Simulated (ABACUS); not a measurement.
# GaAs (F-43m) in ABACUS: notebook

One crystal, GaAs, is run at these levels: rPW86PBE; tasks: band structure, equation of state.

Program: ABACUS 3.10.1. These are calculated values, not measurements. Logs are shortened: lines on timing, memory, paths and dates and some standing lists are left out, and cuts for length are marked.

**The experiment to reproduce.**

“Evidence of valence band perturbations in GaAsN/GaAs(001): A combined variable-angle spectroscopic ellipsometry and modulated photoreflectance investigation”, 2008, arxiv:0805.2212 reports, for a bulk crystal of GaAs at 300 K: band gap 1.418 ± 0.005 eV (direct).

The runs below are set against these values where they give the same quantity.

### Step 1. Starting point

It takes space group F-43m (No. 216, cubic). The conventional cell has a = 5.654 Å, b = 5.654 Å, c = 5.654 Å, α = 90.00°, β = 90.00°, γ = 90.00°. As (site symmetry -43m) has 4 Ga at 2.45 Å as nearest neighbours. Ga (site symmetry -43m) is surrounded by 4 As at 2.45 Å.

### Step 2. Band structure, rPW86PBE

Input file INPUT:

```
INPUT_PARAMETERS
suffix              GaAs
calculation         nscf
basis_type          pw
pseudo_dir          ./
symmetry            -1
dft_functional      GGA_X_RPW86+GGA_C_PBE
ecutwfc             84.0
pseudo_rcut         7
nspin               1
nbands              24
ks_solver           dav
smearing_method     fd
smearing_sigma      0.00367493
scf_thr             1e-08
scf_nmax            100
mixing_type         broyden
mixing_beta         0.7
init_chg            file
pw_diag_thr         1e-07
out_band            1
kpar                4
```

Input file STRU:

```
ATOMIC_SPECIES
As 74.9216 As.upf
Ga 69.7230 Ga.upf

LATTICE_CONSTANT
7.5546896700

LATTICE_VECTORS
0.0000000000 0.7071067812 0.7071067812
0.7071067812 0.0000000000 0.7071067812
0.7071067812 0.7071067812 0.0000000000

ATOMIC_POSITIONS
Cartesian

As
0.0
1
1.0606601718 1.0606601718 1.0606601718 1 1 1

Ga
0.0
1
0.0000000000 0.0000000000 0.0000000000 1 1 1
```

Input file KPT:

```
K_POINTS
12
Line
0.00000000 0.00000000 0.00000000 10 // G
0.50000000 0.00000000 0.50000000 10 // X
0.50000000 0.25000000 0.75000000 10 // W
0.37500000 0.37500000 0.75000000 10 // K
0.00000000 0.00000000 0.00000000 10 // G
0.50000000 0.50000000 0.50000000 10 // L
0.62500000 0.25000000 0.62500000 10 // U
0.50000000 0.25000000 0.75000000 10 // W
0.50000000 0.50000000 0.50000000 10 // L
0.37500000 0.37500000 0.75000000 1 // K
0.62500000 0.25000000 0.62500000 10 // U
0.50000000 0.00000000 0.50000000 1 // X
```

Potentials or basis: PseudoDojo NC SR 0.4.1 PBE standard, plane waves.

On the command line:

```
> OMP_NUM_THREADS=1 mpirun -np 4 abacus > log
```

running log:

```text
ABACUS v3.10.1

               Atomic-orbital Based Ab-initio Computation at UStc

 ------------------------------------------------------------------------------------

 READING GENERAL INFORMATION
                           global_out_dir = OUT.GaAs/
                           global_in_card = INPUT
                               pseudo_dir = ./
                              orbital_dir =
                                    DSIZE = 4
                                    GSIZE = 1

 READING UNITCELL INFORMATION
                                    ntype = 2
                  lattice constant (Bohr) = 7.55469
              lattice constant (Angstrom) = 3.99777

 READING ATOM TYPE 1
                               atom label = As
                      L=0, number of zeta = 1
                      L=1, number of zeta = 1
                      L=2, number of zeta = 1
             number of atom for this type = 1

 READING ATOM TYPE 2
                               atom label = Ga
                      L=0, number of zeta = 1
                      L=1, number of zeta = 1
                      L=2, number of zeta = 1
             number of atom for this type = 1

                        TOTAL ATOM NUMBER = 2
CARTESIAN COORDINATES ( UNIT =       7.554689670000 Bohr ).
    atom                   x                   y                   z     mag                  vx                  vy                  vz
tauc_As1            1.0606601718        1.0606601718        1.0606601718  0.0000        0.0000000000        0.0000000000        0.0000000000
tauc_Ga1            0.0000000000        0.0000000000        0.0000000000  0.0000        0.0000000000        0.0000000000        0.0000000000

                          Volume (Bohr^3) = 304.884
                             Volume (A^3) = 45.1791

 Lattice vectors: (Cartesian coordinate: in unit of a_0)
                   +0           +0.707107           +0.707107
            +0.707107                  +0           +0.707107
            +0.707107           +0.707107                  +0
 Reciprocal vectors: (Cartesian coordinate: in unit of 2 pi/a_0)
            -0.707107           +0.707107           +0.707107
            +0.707107           -0.707107           +0.707107
            +0.707107           +0.707107           -0.707107
 The esolver type has been set to : ksdft_pw

                PAO radial cut off (Bohr) = 7

 Read in pseudopotential file is As.upf
                     pseudopotential type = NC
          exchange-correlation functional = PBE
                 nonlocal core correction = 1
                        valence electrons = 15
                                     lmax = 2
                           number of zeta = 3
                     number of projectors = 6
                           L of projector = 0
                           L of projector = 0
                           L of projector = 1
                           L of projector = 1
                           L of projector = 2
                           L of projector = 2
 XC functional updated to : GGA_X_RPW86+GGA_C_PBE
          exchange-correlation functional = GGA_X_RPW86+GGA_C_PBE
                PAO radial cut off (Bohr) = 7

 Read in pseudopotential file is Ga.upf
                     pseudopotential type = NC
          exchange-correlation functional = PBE
                 nonlocal core correction = 1
                        valence electrons = 13
                                     lmax = 2
                           number of zeta = 3
                     number of projectors = 6
                           L of projector = 0
                           L of projector = 0
                           L of projector = 1
                           L of projector = 1
                           L of projector = 2
                           L of projector = 2
 XC functional updated to : GGA_X_RPW86+GGA_C_PBE
          exchange-correlation functional = GGA_X_RPW86+GGA_C_PBE
     initial pseudo atomic orbital number = 18

 SETUP THE ELECTRONS NUMBER
            electron number of element As = 15
      total electron number of element As = 15
            electron number of element Ga = 13
      total electron number of element Ga = 13
            AUTOSET number of electrons:  = 28
                           occupied bands = 14
                                   NBANDS = 24
                                   NLOCAL = 18

%%%%%%%%%%%%%%%%%%%%%%%%%%%%%%%%%%%%%%%%%%%%%%%%%%%%%%%%%%%%%%%%%%%%%%%%%%%%%%%%%%%%%%%%%%%%%%%%%%%%%%%%%%
 Warning: the number of valence electrons in pseudopotential > 5 for As: [Ar] 3d10 4s2 4p3
 Warning: the number of valence electrons in pseudopotential > 3 for Ga: [Ar] 3d10 4s2 4p1
 Pseudopotentials with additional electrons can yield (more) accurate outcomes, but may be less efficient.
 If you're confident that your chosen pseudopotential is appropriate, you can safely ignore this warning.
%%%%%%%%%%%%%%%%%%%%%%%%%%%%%%%%%%%%%%%%%%%%%%%%%%%%%%%%%%%%%%%%%%%%%%%%%%%%%%%%%%%%%%%%%%%%%%%%%%%%%%%%%%

 SETUP THE PLANE WAVE BASIS
 energy cutoff for charge/potential (unit:Ry) = 336
            fft grid for charge/potential = [ 45, 45, 45 ]
                        fft grid division = [ 1, 1, 1 ]
        big fft grid for charge/potential = [ 45, 45, 45 ]
                                     nbxx = 91125
                                     nrxx = 91125

 SETUP PLANE WAVES FOR CHARGE/POTENTIAL
                    number of plane waves = 31775
                         number of sticks = 1333

 PARALLEL PW FOR CHARGE/POTENTIAL
     PROC   COLUMNS(POT)             PW
        1           1333          31775
 --------------- sum -------------------
        1           1333          31775
                            number of |g| = 326
                                  max |g| = 485.5
                                  min |g| = 0

----------- Double Check Mixing Parameters Begin ------------
mixing_type: broyden
mixing_beta: 0.7
mixing_gg0: 1
mixing_gg0_min: 0.1
mixing_ndim: 8
----------- Double Check Mixing Parameters End ------------

 SETUP K-POINTS
                                    nspin = 1
                                   nkstot = 102
K-POINTS DIRECT COORDINATES
 KPOINTS    DIRECT_X    DIRECT_Y    DIRECT_Z  WEIGHT
       1  0.00000000  0.00000000  0.00000000  1.0000
       2  0.05000000  0.00000000  0.05000000  1.0000
       3  0.10000000  0.00000000  0.10000000  1.0000
       4  0.15000000  0.00000000  0.15000000  1.0000
       5  0.20000000  0.00000000  0.20000000  1.0000
       6  0.25000000  0.00000000  0.25000000  1.0000
[... 22 lines left out ...]
      29  0.40000000  0.35000000  0.75000000  1.0000
      30  0.38750000  0.36250000  0.75000000  1.0000
[... 72 further k points ...]

           k-point number in this process = 26
       minimum distributed K point number = 25

[... K-POINTS CARTESIAN COORDINATES: 26 rows ...]

[... K-POINTS DIRECT COORDINATES: 26 rows ...]

 SETUP PLANE WAVES FOR WAVE FUNCTIONS
     energy cutoff for wavefunc (unit:Ry) = 84
              fft grid for wave functions = [ 45, 45, 45 ]
                    number of plane waves = 4909
                         number of sticks = 379

 PARALLEL PW FOR WAVE FUNCTIONS
     PROC   COLUMNS(POT)             PW
        1            379           4909
 --------------- sum -------------------
        1            379           4909

 SETUP NONLOCAL PSEUDOPOTENTIALS IN PLANE WAVE BASIS
 As non-local projectors:
 projector 1 L=0
 projector 2 L=0
 projector 3 L=1
 projector 4 L=1
 projector 5 L=2
 projector 6 L=2
 Ga non-local projectors:
 projector 1 L=0
 projector 2 L=0
 projector 3 L=1
 projector 4 L=1
 projector 5 L=2
 projector 6 L=2
      TOTAL NUMBER OF NONLOCAL PROJECTORS = 36

 Init Non-Local PseudoPotential table :
 Init Non-Local-Pseudopotential done.

                                     npwx = 3988

 Make real space PAO into reciprocal space.
       max mesh points in Pseudopotential = 701
     dq(describe PAO in reciprocal space) = 0.01
                                    max q = 1104

 number of pseudo atomic orbitals for As is 3
WARNING: norm of atomic wavefunction # 2 of atomic type As is 0.999979, renormalized
WARNING: norm of atomic wavefunction # 3 of atomic type As is 0.998412, renormalized

 number of pseudo atomic orbitals for Ga is 3
WARNING: norm of atomic wavefunction # 2 of atomic type Ga is 0.99965, renormalized
WARNING: norm of atomic wavefunction # 3 of atomic type Ga is 0.983935, renormalized

 -------------------------------------------
 NONSELF-CONSISTENT
 -------------------------------------------
                                 init_chg = file
 try to read charge from file
 Read in the charge density: OUT.GaAs//GaAs-CHARGE-DENSITY.restart

 PW ALGORITHM --------------- ION=   1  ELEC=   1--------------------------------

 k(1/102) Iter steps (avg)=10 threshold=1e-07

 k(2/102) Iter steps (avg)=10 threshold=1e-07

 k(3/102) Iter steps (avg)=9 threshold=1e-07

 k(4/102) Iter steps (avg)=9 threshold=1e-07

 k(5/102) Iter steps (avg)=9 threshold=1e-07

 k(6/102) Iter steps (avg)=10 threshold=1e-07
 k(7/102) Iter steps (avg)=10 threshold=1e-07
 k(8/102) Iter steps (avg)=14 threshold=1e-07

 k(9/102) Iter steps (avg)=23 threshold=1e-07
 k(10/102) Iter steps (avg)=11 threshold=1e-07
 k(11/102) Iter steps (avg)=10 threshold=1e-07
 k(12/102) Iter steps (avg)=11 threshold=1e-07
 k(13/102) Iter steps (avg)=11 threshold=1e-07
 k(14/102) Iter steps (avg)=10 threshold=1e-07
 k(15/102) Iter steps (avg)=16 threshold=1e-07
 k(16/102) Iter steps (avg)=16 threshold=1e-07
 k(17/102) Iter steps (avg)=34 threshold=1e-07
 k(18/102) Iter steps (avg)=36 threshold=1e-07
 k(19/102) Iter steps (avg)=40 threshold=1e-07
 k(20/102) Iter steps (avg)=41 threshold=1e-07
 k(21/102) Iter steps (avg)=35 threshold=1e-07
 k(22/102) Iter steps (avg)=20 threshold=1e-07
 k(23/102) Iter steps (avg)=13 threshold=1e-07
 k(24/102) Iter steps (avg)=13 threshold=1e-07
 k(25/102) Iter steps (avg)=15 threshold=1e-07
 k(26/102) Iter steps (avg)=12 threshold=1e-07
[... levels at 26 k points of this process ...]

 Density error is 0.00000000000
                          Error Threshold = 1.00000000000e-07
----------------------------------------------------------
     Energy           Rydberg                 eV
----------------------------------------------------------
 E_KohnSham     -365.8191287115      -4977.2245878719
 E_KS(sigma->0) -365.8190867338      -4977.2240167361
 E_Harris       -365.8191287115      -4977.2245878719
 E_band         -21.7364498044       -295.7395716307
 E_one_elec     -192.3752994483      -2617.4002269537
 E_Hartree      115.0635349971       1565.5197079833
 E_xc           -90.1544465313       -1226.6141728627
 E_Ewald        -198.3528337736      -2698.7287537672
 E_entropy(-TS) -0.0000839554        -0.0011422717
 E_descf        0.0000000000         0.0000000000
 E_exx          0.0000000000         0.0000000000
 E_Fermi        0.6652724491         9.0514960299
----------------------------------------------------------

 charge density convergence is achieved
 final etot is -4977.2245879 eV
 EFERMI = 9.0514960299 eV

 STATE ENERGY(eV) AND OCCUPATIONS    NSPIN == 1
 1/26 kpoint (Cartesian) = 0.0000 0.0000 0.0000 (3839 pws)
       1       -26.3707      0.0196078
       2       -26.3707      0.0196078
       3       -26.3707      0.0196078
       4       -26.3626      0.0196078
       5       -26.3626      0.0196078
       6       -6.06091      0.0196078
[... 16 lines left out ...]
      23        20.5323        0.00000
      24        20.5323        0.00000

 2/26 kpoint (Cartesian) = 0.0000 0.070711 0.0000 (3923 pws)
       1       -26.3707      0.0196078
       2       -26.3706      0.0196078
       3       -26.3706      0.0196078
       4       -26.3627      0.0196078
       5       -26.3626      0.0196078
       6       -6.06455      0.0196078
[... 16 lines left out ...]
      23        20.6182        0.00000
      24        21.0072        0.00000
[... 76 lines left out ...]
      23        21.9130        0.00000
      24        22.6486        0.00000

 6/26 kpoint (Cartesian) = 0.0000 0.35355 0.0000 (3976 pws)
       1       -26.3711      0.0196078
       2       -26.3698      0.0196078
       3       -26.3698      0.0196078
       4       -26.3629      0.0196078
       5       -26.3622      0.0196078
       6       -6.12326      0.0196078
[... 16 lines left out ...]
      23        22.6909        0.00000
      24        23.3108        0.00000

[... levels at 20 further k points ...]

 --------------------------------------------
 !FINAL_ETOT_IS -4977.224587871929 eV
 --------------------------------------------

 Output bands in file: OUT.GaAs/BANDS_1.dat
```

Run time: 32 s. Hardware: 4 MPI ranks of Intel Xeon Platinum 8259CL at 2.50GHz (Skylake/Cascade Lake), shared host; peak memory 0.52 GiB.

Results:

- Band gap along the path: 0.34 eV, direct

Levels at the corners of the path, in eV from the Fermi level:
```csv
point,band 10,band 11,band 12,band 13,band 14,band 15,band 16,band 17,band 18,band 19
Γ,-15.03,-12.95,-0.20,-0.20,-0.20,0.14,3.57,3.57,3.57,7.41
X,-15.02,-10.49,-7.04,-2.84,-2.84,1.34,1.49,9.90,9.90,10.72
W,-15.03,-10.43,-6.87,-3.68,-3.49,4.37,4.59,5.22,5.92,10.83
K,-15.02,-10.52,-6.86,-4.00,-2.43,1.81,4.45,7.73,7.87,8.48
Γ,-15.03,-12.95,-0.20,-0.20,-0.20,0.14,3.57,3.57,3.57,7.41
L,-15.03,-11.22,-6.83,-1.33,-1.33,0.74,4.50,4.50,7.63,10.17
U,-15.02,-10.52,-6.86,-4.00,-2.43,1.81,4.45,7.73,7.87,8.48
W,-15.03,-10.43,-6.87,-3.68,-3.49,4.37,4.59,5.22,5.92,10.83
L,-15.03,-11.22,-6.83,-1.33,-1.33,0.74,4.50,4.50,7.63,10.17
K,-15.02,-10.52,-6.86,-4.00,-2.43,1.81,4.45,7.73,7.87,8.48
U,-15.02,-10.52,-6.86,-4.00,-2.43,1.81,4.45,7.73,7.87,8.48
X,-15.02,-10.49,-7.04,-2.84,-2.84,1.34,1.49,9.90,9.90,10.72
```

Caveat: the density is read from an earlier self-consistent run, whose mesh may be coarse.

(Part 1 of 2 ends here.)
